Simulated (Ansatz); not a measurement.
## What a trial cell of Ti relaxes into

Method: Ansatz, DFT PBE, scalar-relativistic, plane waves, PAW. Cutoff 420 eV, Γ-centred k mesh, Gaussian smearing, no spin polarisation in the final step.

Ti was placed on the alpha-boron structure type (R-3m, No. 166), at a guessed volume.

```
Ti
1.0
     3.32607    1.92031    5.67229
    -3.32607    1.92031    5.67229
     0.00000   -3.84062    5.67229
Ti
12
Cartesian
  -2.1401 1.2356 3.8231
  0.0000 -2.4711 3.8231
  2.1401 1.2356 3.8231
  2.1401 -1.2356 13.1938
  -2.1401 -1.2356 13.1938
  0.0000 2.4711 13.1938
  -1.3618 0.7862 6.0861
  0.0000 -1.5724 6.0861
  1.3618 0.7862 6.0861
  1.3618 -0.7862 10.9307
  -1.3618 -0.7862 10.9307
  0.0000 1.5724 10.9307
```

Cell and atoms relax at zero pressure; the relaxation can't lower the symmetry of the start. After a coarse first stage the cell is made exact in the group found at 0.06 Å.

Energies count from the standard state of Ti at the same level.

(1) Which crystal results?

(2) What are its volume, energy, density and gap?

Results:

(1) It keeps R-3m (No. 166), but not the shape of the type it started on. Conventional cell: a = 5.409 Å, c = 29.012 Å. Around Ti on Wyckoff site h (6 atoms of the primitive cell) lie 7 Ti at 2.70–2.77 Å; Ti on Wyckoff site h (6 atoms of the primitive cell) has 8 Ti at 2.68–2.88 Å.

```cif
data_structure
_symmetry_space_group_name_H-M 'R-3m:H'
_symmetry_Int_Tables_number 166
_cell_length_a 5.4091
_cell_length_b 5.4091
_cell_length_c 29.0121
_cell_angle_alpha 90.000
_cell_angle_beta 90.000
_cell_angle_gamma 120.000
_cell_volume 735.14
loop_
_atom_site_label
_atom_site_type_symbol
_atom_site_symmetry_multiplicity
_atom_site_Wyckoff_symbol
_atom_site_fract_x
_atom_site_fract_y
_atom_site_fract_z
_atom_site_occupancy
Ti1 Ti 18 h 0.16718 0.83282 0.88001 1
Ti2 Ti 18 h 0.50135 0.49865 0.70817 1
```

(2) The volume per atom is 20.42 Å³ and the density is 3.89 g/cm³. The energy over the standard structure is 0.86 eV/atom. The gap on the 9×9×9 mesh is 0 eV (a metal).

The final run used a 9×9×9 mesh on its 12-atom cell and 0.10 eV smearing. The k mesh leaves about 4 meV/atom of noise in metals. A structure relaxed within its symmetry needn't be a true minimum.